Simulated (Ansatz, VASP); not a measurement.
**Sb: VASP beside Ansatz**

```
Sb
1.0
    -1.60549    1.60549    2.68037
     1.60549   -1.60549    2.68037
     1.60549    1.60549   -2.68037
Sb
1
Direct
  0.00000 0.00000 0.00000
```

Alike in both runs: task single point; functional PBEsol; k mesh 18 × 18 × 18; occupations gaussian, width 0.1 eV; no spin polarisation.

```csv
,VASP,Ansatz
version,VASP 6.6.1,Ansatz 0.2.0
potentials or method,"VASP PAW PBE potentials, release 64 (Sb)","scalar-relativistic, plane waves, PAW"
plane-wave cutoff (eV),520,420
valence electrons in the cell,5,15
```

|  | VASP | Ansatz | Ansatz less VASP |
| --- | --- | --- | --- |
| gap on the k mesh at the Fermi level (eV) | none | none | - |
| pressure (GPa) | -2.7 | -2.7 | +0.02 |
| largest component of the traceless stress (GPa) | 0.77 | 0.79 | +0.026 |

A gap of «none» marks a metal or a gap that the smearing closes. The two sets of potentials don't hold the same shells in valence.

Caveats: the PAW data sets were made with another functional, which shifts forces and pressure a little (VASP). Spin-orbit coupling is left out, which matters for the levels of Sb.
